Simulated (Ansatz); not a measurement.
**Quasiparticle levels of NaF (Fm-3m)**

Level of theory: G0W0@PBE, plasmon-pole screening, norm-conserving pseudopotentials (Ansatz 0.2.0-dev).

Input:

```json
{
 "crystal": {"lattice": [[0.0, 2.28, 2.28], [2.28, 0.0, 2.28], [2.28, 2.28, 0.0]], "atoms": [{"symbol": "Na", "position": [0.0, 0.0, 0.0]}, {"symbol": "F", "position": [0.5, 0.5, 0.5]}]},
 "basis": {"precision": "f64", "xc_grid": 2},
 "kpoints": {"mp_grid": {"grid": [4, 4, 4], "shift": [0, 0, 0]}},
 "hamiltonian": {"xc": "pbe", "dispersion": "none", "pseudopotentials": {"kind": "nc"}},
 "magnetization": {"spin_polarized": false},
 "scf": {"lower_state_search": "off", "max_iter": 200, "occupations": {"method": "fixed"}, "convergence": {"dr2_threshold": "1e-10 eV"}},
 "output": {},
 "gw": {"n_empty_bands": 153, "ecut_chi": 200, "ecutfock_ratio": 2, "qp_bands": ["v7", "c2"], "plasmon_pole_fit_frequency": 21.57}
}
```

Levels count from the highest filled Kohn-Sham level listed; ε_QP = ε_KS + Z(Σ − Vxc). VB is the top filled band, CB the lowest empty one. The wave cutoff came out at 1320 eV.

| k | band | ε_KS (eV) | Σx − Vxc (eV) | Σc (eV) | Z | ε_QP (eV) |
| --- | --- | --- | --- | --- | --- | --- |
| Γ | VB | 0.00 | -7.68 | 4.42 | 0.81 | -2.65 |
| Γ | CB | 6.57 | 4.26 | -2.70 | 0.90 | 7.97 |
| Γ | CB+1 | 19.33 | 5.11 | -3.25 | 0.89 | 20.98 |

The gap (direct at Γ) opens from 6.57 eV to 10.63 eV.

Electronic (ion-clamped) dielectric constant on this mesh, from the head of the inverse dielectric matrix: 1.8.

With norm-conserving pseudopotentials the core–valence exchange is only approximate, which can shift gaps by tenths of an eV and RPA lattice constants by most of a per cent. The cell is a model at fixed atoms and needn't be the relaxed known crystal. The mesh is coarse, so these are values at the stated settings, not converged ones. Band sums or response are cut, so the gap isn't at its basis limit.
